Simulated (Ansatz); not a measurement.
# SiGe under strain

Method: DFT r2SCAN, scalar-relativistic, plane waves, PAW in Ansatz 0.2.0. Settings: 500 eV cutoff, 12×12×4 k-mesh, Gaussian smearing of 0.02 eV, no spin polarisation.

The relaxed crystal:

```yaml
crystal:
  lattice:
    - [3.90438, 0.00000, 0.00000]
    - [-1.95219, 3.38129, 0.00000]
    - [0.00000, 0.00000, 6.45368]
  atoms:
    - { symbol: Si, position: [0.66667, 0.33333, 0.87447] }
    - { symbol: Si, position: [0.33333, 0.66667, 0.37447] }
    - { symbol: Ge, position: [0.66667, 0.33333, 0.50053] }
    - { symbol: Ge, position: [0.33333, 0.66667, 0.00053] }
```

Deformation: all cell vectors scaled alike, the atoms relaxed, all within the symmetry that the strain leaves. Energies are extrapolated to zero smearing. Gaps are generalised Kohn–Sham gaps over the whole zone.

```csv
strain (%),ΔE (meV/atom),a (Å),b (Å),c (Å),gap (eV)
-3.0,50.3,3.787,3.787,6.260,0.50
-2.0,21.6,3.826,3.826,6.325,0.56
-1.0,5.2,3.865,3.865,6.389,0.61
+0.0,0.0,3.904,3.904,6.454,0.66
+1.0,4.9,3.943,3.943,6.518,0.68
+2.0,18.8,3.982,3.982,6.583,0.61
+3.0,40.9,4.022,4.022,6.647,0.52
```

What stiffness (1/V) d²E/dε² at zero strain does a cubic fit over all points give?

A cubic fit gives (1/V) d²E/dε² = 763 GPa at zero strain (nine times the bulk modulus at fixed shape).

How fast does the gap move with strain on either side?

49 meV per percent on the compressed side and 22 meV per percent on the stretched side; it is indirect at -1.0 %, indirect at zero and indirect at +1.0 %.